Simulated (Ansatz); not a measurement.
# ZrS2 under strain

Theory: DFT PBE, scalar-relativistic, plane waves, PAW (Ansatz 0.2.0). (420 eV cutoff, 12×12×4 k-mesh, Gaussian smearing of 0.02 eV, no spin polarisation)

Reference structure (relaxed):

```yaml
crystal:
  lattice:
    - [3.68521, 0.00000, 0.00000]
    - [-1.84260, 3.19148, 0.00000]
    - [0.00000, 0.00000, 6.75791]
  atoms:
    - { symbol: Zr, position: [0.00000, 0.00000, 0.00000] }
    - { symbol: S, position: [0.66667, 0.33333, 0.78568] }
    - { symbol: S, position: [0.33333, 0.66667, 0.21432] }
```

Deformation: biaxial strain in the a-b plane, with the length and tilt of c and the atoms relaxed, all within the symmetry that the strain leaves. Energies are extrapolated to zero smearing. Gaps are Kohn–Sham gaps over the whole zone.

| strain (%) | ΔE (meV/atom) | a (Å) | b (Å) | c (Å) | gap (eV) |
| --- | --- | --- | --- | --- | --- |
| -3.0 | 21.0 | 3.575 | 3.575 | 6.878 | 0.75 |
| -2.0 | 9.1 | 3.611 | 3.611 | 6.838 | 0.89 |
| -1.0 | 2.2 | 3.648 | 3.648 | 6.798 | 1.02 |
| +0.0 | 0.0 | 3.685 | 3.685 | 6.758 | 1.14 |
| +1.0 | 2.1 | 3.722 | 3.722 | 6.748 | 1.25 |
| +2.0 | 8.4 | 3.759 | 3.759 | 6.723 | 1.35 |
| +3.0 | 18.5 | 3.796 | 3.796 | 6.694 | 1.39 |

Task: What stiffness (1/V) d²E/dε² at zero strain does a cubic fit over all points give?

Result: A cubic fit gives (1/V) d²E/dε² = 265 GPa at zero strain (twice the biaxial modulus).

Task: How does the free axis c answer a small strain?

Result: Between the innermost points its strain is -0.37 times the applied one.

Task: How fast does the gap move with strain on either side?

Result: 120 meV per percent on the compressed side and 114 meV per percent on the stretched side; it is indirect at -1.0 %, indirect at zero and indirect at +1.0 %.